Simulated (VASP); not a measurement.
Write the native input for VASP 6.6.1 that does the following.

- Task: work function
- Functional: PBE
- Potentials or basis: VASP PAW PBE potentials, release 64 (B, N)
- Cutoff: 520 eV
- k mesh: 12 × 12 × 1
- Occupations: gaussian, width 0.05 eV
- Spin: no spin polarisation
- Dipole correction: yes
- Further INCAR settings: ALGO = Normal; EDIFF = 1e-07

The structure of BN lies in POSCAR:

```
BN
1.0
    2.5120600000     -0.0042300000      0.0000000000
   -1.2523700000      2.1776200000      0.0000000000
    0.0000000000      0.0000000000     23.9016000000
B N
1 1
Direct
    0.9940400000      0.9945700000      0.3137900000
    0.6607100000      0.3279100000      0.3137900000
```

The cell was built by a generator and needn't be a form met in nature.

The input as run:

INCAR

```
  PREC = Accurate
  ENCUT = 520
  EDIFF = 1E-7
  ISMEAR = 0
  SIGMA = 0.05
  LREAL = False
  LASPH = True
  NELM = 80
  ALGO = Normal
  ISIF = 2
  LWAVE = False
  LCHARG = True
  LDIPOL = True
  IDIPOL = 3
  DIPOL = 0.5 0.5 0.314
  GGA = PE
  LELF = True
  LVHAR = True
  LVACPOTAV = True
```

KPOINTS

```
Automatic mesh
0
Gamma
  12 12 1
```

Potentials or basis: VASP PAW PBE potentials, release 64 (B, N).

The run is started by

```bash
$ cat potpaw_PBE.64/B/POTCAR potpaw_PBE.64/N/POTCAR > POTCAR
$ mpirun -np 1 vasp_std > vasp.out
```

It gave:

The band gap on the k mesh is 4.66 eV, direct and the ionisation potential of the upper face is 5.82 eV.

It took 2.2 min on 1 thread of Intel(R) Xeon(R) Platinum 8259CL CPU @ 2.50GHz (Skylake/Cascade Lake) (shared host), peak memory 0.26 GiB.
